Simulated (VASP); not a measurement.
# MnSi23 (a cell with a defect) in VASP: relaxation of the atoms with PBE

Aim: the relaxation of the atoms of MnSi23 (a cell with a defect) with PBE.

Everything below comes from runs of VASP 6.6.1. Logs are shortened: lines on timing, memory, paths and dates and some standing lists are left out, and cuts for length are marked.

**1. The structure**

The cell holds a defect, 24 atoms: a = 3.867 Å, b = 7.734 Å, c = 16.407 Å, α = 90.00°, β = 90.00°, γ = 90.00°.

The cell was built by a generator and needn't be a form met in nature.

**2. Relaxation of the atoms, PBE**

The input, INCAR:

```
SYSTEM = MnSi23
  PREC = Accurate
  ENCUT = 520
  EDIFF = 1E-6
  ISMEAR = 0
  SIGMA = 0.05
  LREAL = .FALSE.
  LASPH = .TRUE.
  NELM = 150
  ALGO = Fast
  ISIF = 2
  LWAVE = .FALSE.
  LCHARG = .FALSE.
  GGA = PE
  IBRION = 2
  NSW = 40
  EDIFFG = -0.01
```

The input, KPOINTS:

```
regular mesh
0
G
  8 4 1
  0 0 0
```

The input, POSCAR:

```
MnSi23
1.0
    3.8671669900      0.0000000000      0.0000000000
    0.0000000000      7.7343339700      0.0000000000
    0.0000000000      0.0000000000     16.4070000000
Mn Si
1 23
Direct
    0.0000000000      0.0000000000      0.0000000000
    0.0000000000      0.5000000000      0.0000000000
    0.5000000000      0.0000000000      0.0833333300
    0.5000000000      0.5000000000      0.0833333300
    0.5000000000      0.2500000000      0.1666666700
    0.5000000000      0.7500000000      0.1666666700
    0.0000000000      0.2500000000      0.2500000000
    0.0000000000      0.7500000000      0.2500000000
    0.0000000000      0.0000000000      0.3333333300
    0.0000000000      0.5000000000      0.3333333300
    0.5000000000      0.0000000000      0.4166666700
    0.5000000000      0.5000000000      0.4166666700
    0.5000000000      0.2500000000      0.5000000000
    0.5000000000      0.7500000000      0.5000000000
    0.0000000000      0.2500000000      0.5833333300
    0.0000000000      0.7500000000      0.5833333300
    0.0000000000      0.0000000000      0.6666666700
    0.0000000000      0.5000000000      0.6666666700
    0.5000000000      0.0000000000      0.7500000000
    0.5000000000      0.5000000000      0.7500000000
    0.5000000000      0.2500000000      0.8333333300
    0.5000000000      0.7500000000      0.8333333300
    0.0000000000      0.2500000000      0.9166666700
    0.0000000000      0.7500000000      0.9166666700
```

Potentials or basis: VASP PAW PBE potentials, release 64 (Mn_pv, Si).

Launch:

```sh
$ cat potpaw_PBE.64/Mn_pv/POTCAR potpaw_PBE.64/Si/POTCAR > POTCAR
$ mpirun -np 1 vasp_std > vasp.out
```

OUTCAR:

```text
SYSTEM = MnSi23
   PREC = Accurate
   ENCUT = 520
   EDIFF = 1E-6
   ISMEAR = 0
   LREAL = .FALSE.
   LASPH = .TRUE.
   NELM = 150
   ISIF = 2
   GGA = PE
   IBRION = 2
   NSW = 40
   EDIFFG = -0.01

 ion  position               nearest neighbor table
   1  0.000  0.000  0.000-  23 2.37  24 2.37   3 2.37   3 2.37
   2  0.000  0.500  0.000-  23 2.37  24 2.37   4 2.37   4 2.37
   3  0.500  0.000  0.083-   1 2.37   1 2.37   6 2.37   5 2.37
   4  0.500  0.500  0.083-   2 2.37   2 2.37   6 2.37   5 2.37
   5  0.500  0.250  0.167-   7 2.37   7 2.37   3 2.37   4 2.37
   6  0.500  0.750  0.167-   8 2.37   8 2.37   3 2.37   4 2.37
[... 16 lines left out ...]
  23  0.000  0.250  0.917-   1 2.37   2 2.37  21 2.37  21 2.37
  24  0.000  0.750  0.917-   1 2.37   2 2.37  22 2.37  22 2.37

  LATTYP: Found a simple orthorhombic cell.
 ALAT       =     3.8671669900
 B/A-ratio  =     1.9999999974
 C/A-ratio  =     4.2426406831

  Lattice vectors:

 A1 = (   3.8671669900,   0.0000000000,   0.0000000000)
 A2 = (   0.0000000000,   7.7343339700,   0.0000000000)
 A3 = (   0.0000000000,   0.0000000000,  16.4070000000)

Analysis of symmetry for initial positions (statically):
=====================================================================
 Subroutine PRICEL returns:
 Original cell was already a primitive cell.

 Routine SETGRP: Setting up the symmetry group for a
 simple orthorhombic supercell.

 Subroutine GETGRP returns: Found  4 space group operations
 (whereof  4 operations were pure point group operations)
 out of a pool of  8 trial point group operations.

The static configuration has the point symmetry C_2v.

Analysis of symmetry for dynamics (positions and initial velocities):
=====================================================================
 Subroutine PRICEL returns:
 Original cell was already a primitive cell.

 Routine SETGRP: Setting up the symmetry group for a
 simple orthorhombic supercell.

 Subroutine GETGRP returns: Found  4 space group operations
 (whereof  4 operations were pure point group operations)
 out of a pool of  8 trial point group operations.

The dynamic configuration has the point symmetry C_2v.

 Subroutine INISYM returns: Found  4 space group operations
 (whereof  4 operations are pure point group operations),
 and found     1 'primitive' translations

----------------------------------------------------------------------------------------

                                     Primitive cell

  volume of cell :     490.7327

  direct lattice vectors                    reciprocal lattice vectors
     3.867166990  0.000000000  0.000000000     0.258587230  0.000000000  0.000000000
     0.000000000  7.734333970  0.000000000     0.000000000  0.129293615  0.000000000
     0.000000000  0.000000000 16.407000000     0.000000000  0.000000000  0.060949595

  length of vectors
     3.867166990  7.734333970 16.407000000     0.258587230  0.129293615  0.060949595

  position of ions in fractional coordinates (direct lattice)
     0.000000000  0.000000000  0.000000000
     0.000000000  0.500000000  0.000000000
     0.500000000  0.000000000  0.083333330
     0.500000000  0.500000000  0.083333330
     0.500000000  0.250000000  0.166666670
     0.500000000  0.750000000  0.166666670
[... 16 lines left out ...]
     0.000000000  0.250000000  0.916666670
     0.000000000  0.750000000  0.916666670

  ion indices of the primitive-cell ions
   primitive index   ion index
                 1           1
                 2           2
                 3           3
                 4           4
                 5           5
                 6           6
[... 16 lines left out ...]
                23          23
                24          24

----------------------------------------------------------------------------------------

 KPOINTS: regular mesh

Automatic generation of k-mesh.
 Grid dimensions read from file:
 generate k-points for:    8    4    1

 Generating k-lattice:

  Cartesian coordinates                     Fractional coordinates (reciprocal lattice)
     0.032323404  0.000000000  0.000000000     0.125000000  0.000000000  0.000000000
     0.000000000  0.032323404  0.000000000     0.000000000  0.250000000  0.000000000
     0.000000000  0.000000000  0.060949595     0.000000000  0.000000000  1.000000000

  Length of vectors
     0.032323404  0.032323404  0.060949595

  Shift w.r.t. Gamma in fractional coordinates (k-lattice)
     0.000000000  0.000000000  0.000000000

 Subroutine IBZKPT returns following result:
 ===========================================

 Found     15 irreducible k-points:

 Following reciprocal coordinates:
            Coordinates               Weight
  0.000000  0.000000  0.000000      1.000000
  0.125000  0.000000  0.000000      2.000000
  0.250000  0.000000  0.000000      2.000000
  0.375000  0.000000  0.000000      2.000000
  0.500000  0.000000  0.000000      1.000000
  0.000000  0.250000  0.000000      2.000000
  0.125000  0.250000  0.000000      4.000000
  0.250000  0.250000  0.000000      4.000000
  0.375000  0.250000  0.000000      4.000000
  0.500000  0.250000  0.000000      2.000000
  0.000000  0.500000  0.000000      1.000000
  0.125000  0.500000  0.000000      2.000000
  0.250000  0.500000  0.000000      2.000000
  0.375000  0.500000  0.000000      2.000000
  0.500000  0.500000  0.000000      1.000000
   k-points           NKPTS =     15   k-points in BZ     NKDIM =     15   number of bands    NBANDS=     65
   number of dos      NEDOS =    301   number of ions     NIONS =     24
   total plane-waves  NPLWV = 226800
   dimension x,y,z NGX =    30 NGY =   60 NGZ =  126
   dimension x,y,z NGXF=    60 NGYF=  120 NGZF=  252
   ions per type =               1  23
   NGX,Y,Z   is equivalent  to a cutoff of  12.90, 12.90, 12.77 a.u.
   NGXF,Y,Z  is equivalent  to a cutoff of  25.79, 25.79, 25.53 a.u.
 SYSTEM =  MnSi23
   PREC   = accura    normal or accurate (medium, high low for compatibility)
   ISTART =      0    job   : 0-new  1-cont  2-samecut
   ICHARG =      2    charge: 1-file 2-atom 10-const
   ISPIN  =      1    spin polarized calculation?
   LNONCOLLINEAR =      F non collinear calculations
   LSORBIT =      F    spin-orbit coupling
   LASPH  =      T    aspherical Exc in radial PAW
   ENCUT  =  520.0 eV  38.22 Ry    6.18 a.u.   7.19 14.38 30.51*2*pi/ulx,y,z
   NELM   =    150;   NELMIN=  2; NELMDL= -5     # of ELM steps
   EDIFF  = 0.1E-05   stopping-criterion for ELM
   LREAL  =      F    real-space projection
   EDIFFG = -.1E-01   stopping-criterion for IOM
   NSW    =     40    number of steps for IOM
   IBRION =      2    ionic relax: 0-MD 1-quasi-New 2-CG
   NFREE  =      1    steps in history (QN), initial steepest desc. (CG)
   ISIF   =      2    stress and relaxation
   ISYM   =      2    0-nonsym 1-usesym 2-fastsym
   POTIM  = 0.5000    time-step for ionic-motion
   TEBEG  =    0.0;   TEEND  =   0.0 temperature during run
   PSTRESS=    0.0 pullay stress
   NELECT =     105.0000    total number of electrons
   NUPDOWN=      -1.0000    fix difference up-down
   EMIN   =  10.00;   EMAX   =-10.00  energy-range for DOS
   EFERMI =   0.00;   METHOD = LEGACY
   ISMEAR =     0;   SIGMA  =   0.05  broadening in eV -4-tet -1-fermi 0-gaus
   EFERMI_NEDOS =   21; number of points for ismear=-14 and -15
   IALGO  =     68    algorithm
   IMIX   =      4    mixing-type and parameters
     AMIX     =   0.40;   BMIX     =  1.00
     AMIX_MAG =   1.60;   BMIX_MAG =  1.00
  volume/ion in A,a.u.               =      20.45       137.98
  Fermi-wavevector in a.u.,A,eV,Ry     =   0.979166  1.850355 13.044800  0.958766
  Thomas-Fermi vector in A             =   2.109998
   LORBIT       =      0    0 simple, 1 ext, 2 COOP (PROOUT), +10 PAW based schemes
   GGA     = PE    functional components
   LHFCALC =     F    Hartree Fock is set to
   AEXX    =    0.0000 exact exchange contribution
   IVDW    =     0    specifies the selected vdW correction
   LEPSILON=     F    determine dielectric tensor
   LRPA    =     F    only Hartree local field effects (RPA)
 conjugate gradient relaxation of ions
 non-spin polarized calculation
 RMM-DIIS sequential band-by-band and
 Gauss-broadening in eV      SIGMA  =   0.05
  energy-cutoff  :      520.00
  volume of cell :      490.73
 maximum number of plane-waves:     13268
 NGX is ok and might be reduce to    30
   NGX = 15   NGY = 29   NGZ = 61

--------------------------------------- Ionic step        1  -------------------------------------------

 number of electron     104.9999967 magnetization

 Free energy of the ion-electron system (eV)
  ---------------------------------------------------
  ext. energy  EPLUGINS =         0.00000000
  ---------------------------------------------------
  free energy    TOTEN  =      -130.97768191 eV

  energy without entropy =     -130.96359634  energy(sigma->0) =     -130.97063913

------------------------ aborting loop because EDIFF is reached ----------------------------------------

  FORCE on cell =-STRESS in cart. coord.  units (eV):
  Direction    XX          YY          ZZ          XY          YZ          ZX
  --------------------------------------------------------------------------------------
  -------------------------------------------------------------------------------------
  Total       -3.0012743     -2.0623413     -0.9360123      0.0000000      0.0000000      0.0000000
  in kB       -9.7987629     -6.7332711     -3.0559560      0.0000000      0.0000000      0.0000000
  external PRESSURE =      -6.5293300 kB  Pullay stress =       0.0000000 kB
[... 155 lines left out ...]
  FREE ENERGIE OF THE ION-ELECTRON SYSTEM (eV)
  ---------------------------------------------------
  free  energy   TOTEN  =      -131.0178711611 eV

  energy  without entropy=     -131.0034091951  energy(sigma->0) =     -131.01064018

[... ionic steps 4 to 9 ...]

--------------------------------------- Ionic step       10  -------------------------------------------

 number of electron     104.9999971 magnetization

------------------------ aborting loop because EDIFF is reached ----------------------------------------
[... 111 lines left out ...]
--------------------------------------- Ionic step       12  -------------------------------------------

 number of electron     104.9999972 magnetization

 Free energy of the ion-electron system (eV)
  ---------------------------------------------------
  ext. energy  EPLUGINS =         0.00000000
  ---------------------------------------------------
  free energy    TOTEN  =      -131.02594377 eV

  energy without entropy =     -131.00997312  energy(sigma->0) =     -131.01795844

 E-fermi :   5.3322     XC(G=0):  -9.3706

 val. band max:        5.3303609700   @ k =   0.1250   0.2500   0.0000
 cond. band min:       5.3351851668   @ k =   0.1250   0.0000   0.0000
 fundamental gap:      0.0048241968
 Fermi energy:         5.3321629812

 k-point     1 :       0.0000    0.0000    0.0000
  band No.  band energies     occupation
      1     -41.8799      2.00000
      2     -41.8703      2.00000
      3     -41.8590      2.00000
      4      -6.2429      2.00000
      5      -5.8083      2.00000
      6      -5.5825      2.00000
[... 994 lines left out ...]
     63       7.4323      0.00000
     64       7.4902      0.00000
 [bands above 64 left out]

------------------------ aborting loop because EDIFF is reached ----------------------------------------

  FORCE on cell =-STRESS in cart. coord.  units (eV):
  Direction    XX          YY          ZZ          XY          YZ          ZX
  --------------------------------------------------------------------------------------
  -------------------------------------------------------------------------------------
  Total       -2.9321051     -2.0263371     -1.1195595      0.0000000      0.0000000      0.0000000
  in kB       -9.5729346     -6.6157220     -3.6552133      0.0000000      0.0000000      0.0000000
  external PRESSURE =      -6.6146233 kB  Pullay stress =       0.0000000 kB
[... 39 lines left out ...]
  FREE ENERGIE OF THE ION-ELECTRON SYSTEM (eV)
  ---------------------------------------------------
  free  energy   TOTEN  =      -131.0259437699 eV

  energy  without entropy=     -131.0099731194  energy(sigma->0) =     -131.01795844

 reached required accuracy - stopping structural energy minimisation
```

Run time: 37 min. Hardware: 1 thread of Intel Xeon 6975P-C (Granite Rapids), shared host; peak memory 0.74 GiB.

What came out:

- Free energy: -131.0259 eV
- Energy gained by relaxing: 2.0 meV/atom
- Ionic steps: 12
- Pressure after relaxing: -0.7 GPa
- Largest force after relaxing: 0.005 eV/Å
- Band gap on the k mesh: none (metal or under the smearing width)

Forces in eV/Å, atoms in the order of the input:
```
Mn   0.000  0.000  0.001
Si   0.000  0.000 -0.004
Si   0.000  0.000  0.002
Si   0.000  0.000 -0.001
Si   0.000 -0.002 -0.003
Si   0.000  0.002 -0.003
Si   0.000  0.001  0.000
Si   0.000 -0.001  0.000
Si   0.000  0.000  0.003
Si   0.000  0.000  0.005
Si   0.000  0.000  0.003
Si   0.000  0.000 -0.002
Si   0.000  0.004  0.000
Si   0.000 -0.004  0.000
Si   0.000  0.004 -0.001
Si   0.000 -0.004 -0.001
Si   0.000  0.000 -0.002
Si   0.000  0.000  0.003
Si   0.000  0.000 -0.001
Si   0.000  0.000 -0.001
Si   0.000  0.000  0.001
Si   0.000  0.000  0.001
Si   0.000 -0.005  0.001
Si   0.000  0.005  0.001
```

The path:
```tsv
step	energy change (eV)	largest force (eV/Å)	pressure (GPa)
1	0.0000	0.5947	-0.65
2	-0.0338	0.2563	-0.65
3	-0.0402	0.1924	-0.64
4	-0.0448	0.0783	-0.64
5	-0.0458	0.0639	-0.66
6	-0.0470	0.0324	-0.67
7	-0.0471	0.0377	-0.67
8	-0.0476	0.0227	-0.66
9	-0.0479	0.0308	-0.66
10	-0.0482	0.0153	-0.66
11	-0.0482	0.0160	-0.66
12	-0.0483	0.0053	-0.66
```

Final structure:
```yaml
crystal:
  lattice:
    - [3.86717, 0.00000, 0.00000]
    - [0.00000, 7.73433, 0.00000]
    - [0.00000, 0.00000, 16.40700]
  atoms:
    - { symbol: Mn, position: [0.00000, 0.00000, 0.00044] }
    - { symbol: Si, position: [0.00000, 0.50000, 0.00063] }
    - { symbol: Si, position: [0.50000, 0.00000, 0.08038] }
    - { symbol: Si, position: [0.50000, 0.50000, 0.08373] }
    - { symbol: Si, position: [0.50000, 0.24947, 0.16583] }
    - { symbol: Si, position: [0.50000, 0.75053, 0.16583] }
    - { symbol: Si, position: [0.00000, 0.24960, 0.24945] }
    - { symbol: Si, position: [0.00000, 0.75040, 0.24945] }
    - { symbol: Si, position: [0.00000, 0.00000, 0.33280] }
    - { symbol: Si, position: [0.00000, 0.50000, 0.33253] }
    - { symbol: Si, position: [0.50000, 0.00000, 0.41632] }
    - { symbol: Si, position: [0.50000, 0.50000, 0.41620] }
    - { symbol: Si, position: [0.50000, 0.25020, 0.49972] }
    - { symbol: Si, position: [0.50000, 0.74980, 0.49972] }
    - { symbol: Si, position: [0.00000, 0.25006, 0.58337] }
    - { symbol: Si, position: [0.00000, 0.74994, 0.58337] }
    - { symbol: Si, position: [0.00000, 0.00000, 0.66673] }
    - { symbol: Si, position: [0.00000, 0.50000, 0.66698] }
    - { symbol: Si, position: [0.50000, 0.00000, 0.74997] }
    - { symbol: Si, position: [0.50000, 0.50000, 0.75106] }
    - { symbol: Si, position: [0.50000, 0.24837, 0.83410] }
    - { symbol: Si, position: [0.50000, 0.75163, 0.83410] }
    - { symbol: Si, position: [0.00000, 0.24288, 0.91864] }
    - { symbol: Si, position: [0.00000, 0.75712, 0.91864] }
```
